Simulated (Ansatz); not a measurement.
BN in Ansatz: the effect of target pressure

BN:

```
N B
1.0
     0.00000    1.81300    1.81300
     1.81300    0.00000    1.81300
     1.81300    1.81300    0.00000
N B
1 1
Direct
  0.25000 0.25000 0.25000
  0.00000 0.00000 0.00000
```

The cell is a database's computed one.

Alike in all runs:

| Property | Result |
| --- | --- |
| Program | Ansatz 0.2.0 |
| Task | relaxation of cell and atoms |
| Functional | PBEsol |
| Potentials or basis | all-electron LAPW, scalar-relativistic |
| Basis error allowed | 0.001 eV/atom |
| k mesh | 13 × 13 × 13 |
| Occupations | fermi-dirac, width 0.05 eV |
| Spin | no spin polarisation |

Each run relaxes the cell or the atoms first.

| target pressure | relaxed volume (Å³/atom) | gap on the mesh (eV) |
| --- | --- | --- |
| 0 GPa | 5.86 | 4.37 |
| 5 GPa | 5.79 | 4.38 |
| 10 GPa | 5.72 | 4.40 |
| 20 GPa | 5.59 | 4.42 |
| 30 GPa | ? | ? |

Question: What does the run with target pressure 30 GPa give?

Answer: Relaxed volume 5.47 Å³/atom; gap on the mesh 4.45 eV.

Worked out: In Murnaghan's law V^(-B') rises as a straight line in P. The other rows fit best with B' = 2.0, V0 = 5.86 Å³/atom and B0 = 404 GPa, which gives 5.47 Å³/atom at 30 GPa, against the run's 5.47. A straight line through the other rows of the gap on the mesh, of slope 0.00257 eV per GPa, extrapolates to 4.45 eV, against the run's 4.45.

Caveats: an odd mesh through Γ misses points on the zone boundary, where band edges often lie.
